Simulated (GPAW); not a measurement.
Wanted: an ASE script for a GPAW 26.7.0 run.

```
Task                : single point
Functional          : LDA
Potentials or basis : the program's PAW data sets (release 1.2.1) made for this functional
Cutoff              : 600 eV
Basis               : pw
k mesh              : 8 × 8 × 8
Occupations         : fermi-dirac, width 0.05 eV
Spin                : collinear spin, ferromagnetic start
Starting moments    : [5.0, 0.0] μB
Hubbard terms       : Mn d U = 4.5 eV
Maxiter             : 120
Convergence         : default
```

The structure of MnO lies in MnO.cif:

```cif
data_MnO
_cell_length_a 3.14508043
_cell_length_b 3.14508043
_cell_length_c 3.14508043
_cell_angle_alpha 60.00000000
_cell_angle_beta 60.00000000
_cell_angle_gamma 60.00000000
_space_group_name_H-M_alt 'P1'
_space_group_name_Hall 'P 1'
_space_group_IT_number 1
loop_
_space_group_symop_operation_xyz
'x,y,z'
loop_
_atom_site_label
_atom_site_type_symbol
_atom_site_symmetry_multiplicity
_atom_site_Wyckoff_symbol
_atom_site_fract_x
_atom_site_fract_y
_atom_site_fract_z
_atom_site_occupancy
Mn1 Mn 1 a 0.0000000000 0.0000000000 0.0000000000 1
O1 O 1 a 0.5000000000 0.5000000000 0.5000000000 1
```

The cell is a database's computed one.

The input as run:

run.py

```python
from ase.dft.bandgap import bandgap
from ase.io import read, write
from ase.units import GPa
from gpaw import GPAW, PW

atoms = read('MnO.cif')
atoms.set_initial_magnetic_moments([5.0, 0.0])

calc = GPAW(mode=PW(600),
            xc='LDA',
            kpts={'size': (8, 8, 8), 'gamma': True},
            occupations={'name': 'fermi-dirac', 'width': 0.05},
            setups={'Mn': ':d,4.5'},
            nbands=21,
            maxiter=120,
            txt='gpaw.txt')
atoms.calc = calc
energy = atoms.get_potential_energy()
forces = atoms.get_forces()
stress = atoms.get_stress()
calc.write('gs.gpw')
write('result.traj', atoms)
print(f'Energy: {energy:.6f} eV')
print('Forces (eV/A):')
print(forces.round(4))
print('Stress (GPa):', (stress / GPa).round(3))
print('Moments:', calc.get_magnetic_moments().round(3))
print('Fermi level:', round(calc.get_fermi_level(), 4), 'eV')
print(f'Gap: {bandgap(calc)[0]:.4f} eV, direct: {bandgap(calc, direct=True)[0]:.4f} eV')
```

Potentials or basis: the program's PAW data sets (release 1.2.1) made for this functional, pw.

Run with:

```console
$ OMP_NUM_THREADS=1 python run.py
```

It gave:

```yaml
Pressure: -7.0 GPa
Band_gap_on_the_k_mesh: 0.34 eV, indirect (least direct gap 2.69 eV)
Net_moment: 5.00 μB per cell
Site_moments: Mn +4.51; O +0.13 μB
```

Caveat: the cutoff is short for stress and forces, so pressures can be off by a GPa or more; a cell with one magnetic atom can't hold antiferromagnetic order, which such compounds often take.

Wall time 23 s on 1 thread of Arm Neoverse V1, with other jobs on the host, peak memory 0.15 GiB.
